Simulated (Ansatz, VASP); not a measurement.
# Two plane-wave programs on Sb

INCAR

```
  PREC = Accurate
  ENCUT = 520
  EDIFF = 1E-6
  ISMEAR = -1
  SIGMA = 0.1
  LREAL = False
  LASPH = True
  NELM = 150
  ALGO = Normal
  ISIF = 2
  LWAVE = False
  LCHARG = False
  LNONCOLLINEAR = True
  MAGMOM = 0 0 0
  LORBIT = 11
  LSORBIT = True
  GGA_COMPAT = False
  LORBMOM = True
  NBANDS = 16
```

The input KPOINTS:

```
regular mesh
0
Gamma
  10 10 10
```

POSCAR

```
Sb
1.0
    3.0386054025      0.0000000000      0.0000000000
    0.0000000000      3.0386054025      0.0000000000
    0.0000000000      0.0000000000      3.0386054025
Sb
1
Direct
    0.0000000000      0.0000000000      0.0000000000
```

Input for Ansatz:

```yaml
crystal:
  lattice:
    - [3.0386054025, 0.0, 0.0]
    - [0.0, 3.0386054025, 0.0]
    - [0.0, 0.0, 3.0386054025]
  atoms:
    - { symbol: Sb, position: [0.0, 0.0, 0.0] }
hamiltonian:
  xc: lda
  pseudopotentials:
    kind: paw_fr
    azcp:
      Sb: "pseudopotentials/Sb.paw.azcp"
basis:
  ecutwfc: 420
  fft_grid_basis: typed
kpoints:
  mp_grid: { grid: [10, 10, 10], shift: [0, 0, 0] }
magnetization:
  noncollinear: true
  spin_orbit: true
scf:
  occupations: { method: fermi_dirac, width: 0.1 }
output:
  write_density: true
  write_potential: true
  elf: true
  volumetric_format: npy
```

Alike in both runs: task single point; functional LDA; k mesh 10 × 10 × 10; occupations fermi-dirac, width 0.1 eV; non-collinear spin, spin-orbit coupling.

|  | VASP | Ansatz |
| --- | --- | --- |
| version | VASP 6.6.1 | Ansatz 0.2.0 |
| potentials or method | VASP PAW LDA potentials, release 64 (Sb) | plane waves (420 eV) with PAW, fully relativistic with spin-orbit coupling |
| plane-wave cutoff (eV) | 520 | 420 |
| valence electrons in the cell | 5 | 15 |

|  | VASP | Ansatz | Ansatz less VASP |
| --- | --- | --- | --- |
| net moment per atom (μB) | 0.00 | 0.00 | 0.000 |

The two sets of potentials don't hold the same shells in valence. Ansatz warned: «pseudo_functional_mismatch».
